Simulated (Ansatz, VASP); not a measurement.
# Co in VASP and in Ansatz

```
Co
1.0
     3.96704    0.00000    0.00000
    -1.98352    3.43556    0.00000
     0.00000    0.00000    2.43621
Co
3
Direct
  0.00000 0.00000 0.00000
  0.33333 0.66667 0.50000
  0.66667 0.33333 0.50000
```

Alike in both runs: functional PBE; k mesh 6 × 6 × 6; occupations gaussian, width 0.1 eV; collinear spin.

Ansatz relaxed the structure, and its values are those at the end. VASP's run is a single point on that final structure, the one shown.

```csv
,VASP,Ansatz
version,VASP 6.6.1,Ansatz 0.2.0
potentials or method,"VASP PAW PBE potentials, release 64 (Co)","scalar-relativistic, plane waves, PAW"
plane-wave cutoff (eV),520,420
valence electrons in the cell,27,51
```

Ansatz gave:

- gap on the k mesh at the Fermi level (eV): none
- pressure (GPa): 0.0
- net moment per atom (μB): 1.68
- size of the moment on the site where the two differ most (μB): 1.71

Q: What did VASP give for the same quantities?

A: gap on the k mesh at the Fermi level (eV): none; pressure (GPa): -0.8; net moment per atom (μB): 1.67; size of the moment on the site where the two differ most (μB): 1.65.

Site moments also hang on the region over which each program counts them. A gap of «none» marks a metal or a gap that the smearing closes. The two sets of potentials don't hold the same shells in valence.

Caveats: the k mesh is coarse (spacing up to 0.43 Å⁻¹), so the values aren't converged.
